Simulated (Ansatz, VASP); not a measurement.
**One calculation of Se, two programs**

```
Se
1.0
     4.10296    0.00000    0.00000
    -2.05148    3.55327    0.00000
     0.00000    0.00000    4.77216
Se
3
Direct
  0.24735 0.00000 0.33333
  0.00000 0.24735 0.66667
  0.75265 0.75265 0.00000
```

Alike in both runs: task single point; functional PBE; dispersion D3(BJ); k mesh 12 × 12 × 8; occupations gaussian, width 0.05 eV; no spin polarisation.

|  | VASP | Ansatz |
| --- | --- | --- |
| version | VASP 6.6.1 | Ansatz 0.2.0 |
| potentials or method | VASP PAW PBE potentials, release 64 (Se) | scalar-relativistic, plane waves, PAW |
| plane-wave cutoff (eV) | 520 | 420 |
| valence electrons in the cell | 18 | 48 |

```tsv
	VASP	Ansatz	Ansatz less VASP
gap on the k mesh at the Fermi level (eV)	0.47	0.47	0.000
least direct gap on the mesh (eV)	1.24	1.25	+0.010
pressure (GPa)	6.1	5.9	-0.17
largest component of the traceless stress (GPa)	3.43	3.38	-0.052
rms of the force components (eV/Å)	0.341	0.321	-0.0201
```

Atom by atom the forces differ by 0.020 eV/Å (rms over components). The two sets of potentials don't hold the same shells in valence.
